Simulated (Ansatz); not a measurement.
# Li: the cost of one run

Method: DFT PBE+D3(BJ), scalar-relativistic, plane waves, PAW, in Ansatz 0.2.0.

This is Li in the hcp structure; at room conditions it is bcc.

2 further runs of the same task are left out: 2 set aside as unsound or not needed.

## 1. The structure to begin with

It takes space group P6_3/mmc (No. 194, hexagonal). Conventional cell: a = 2.953 Å, b = 2.953 Å, c = 4.844 Å, α = 90.00°, β = 90.00°, γ = 120.00°. Li (site symmetry -6m2) is surrounded by 12 Li at 2.95 to 2.96 Å.

Coordinates:

```
CELL_PARAMETERS angstrom
2.95316 0.00000 0.00000
-1.47658 2.55751 0.00000
0.00000 0.00000 4.84408
ATOMIC_POSITIONS crystal
Li 0.33333 0.66667 0.25000
Li 0.66667 0.33333 0.75000
```

It is the result of an earlier relaxation at this level (volume 18.29 Å³/atom; gap on the mesh: none (metal)).

## 2. Electronic structure at the relaxed geometry

Contents of input.yaml:

```yaml
crystal:
  lattice:
    - [2.9531605378, 0.0, 0.0]
    - [-1.4765802689, 2.5575120472, 0.0]
    - [0.0, 0.0, 4.844082574]
  atoms:
    - { symbol: Li, position: [0.3333333333, 0.6666666667, 0.25] }
    - { symbol: Li, position: [0.6666666667, 0.3333333333, 0.75] }
basis:
  ecutwfc: 420
kpoints:
  mp_grid: { grid: [18, 18, 10] }
  band_path:
    path:
      - [[0.0, 0.0, 0.0], [0.5, 0.0, 0.0], [0.33333333, 0.33333333, 0.0], [0.0, 0.0, 0.0], [0.0, 0.0, 0.5], [0.5, 0.0, 0.5], [0.33333333, 0.33333333, 0.5], [0.0, 0.0, 0.5]]
      - [[0.5, 0.0, 0.5], [0.5, 0.0, 0.0]]
      - [[0.33333333, 0.33333333, 0.5], [0.33333333, 0.33333333, 0.0]]
    npoints: 14
hamiltonian:
  xc: pbe
  dispersion: d3bj
scf:
  occupations: { method: gaussian, width: 0.1 }
  n_extra_bands: 6
output:
  forces: true
  stress: true
  eigenvalues: true
  populations: true
  dos: { projected: true, de: 0.02, nscf_kmesh: { grid: [27, 27, 15] } }
  bader: true
  write_density: true
  write_potential: true
  elf: true
  volumetric_format: npy
```

Command:

```console
> ansatz run input.yaml --threads 1 --pin off --max-ram 2560MiB --backend cpu --events-out ev --progress --plain --runs-dir out
```

Q: Estimate wall time and peak memory on 1 thread of Intel Xeon Platinum 8559C (Emerald Rapids), shared host.

About 3.6 min, with a peak of 0.51 GiB.
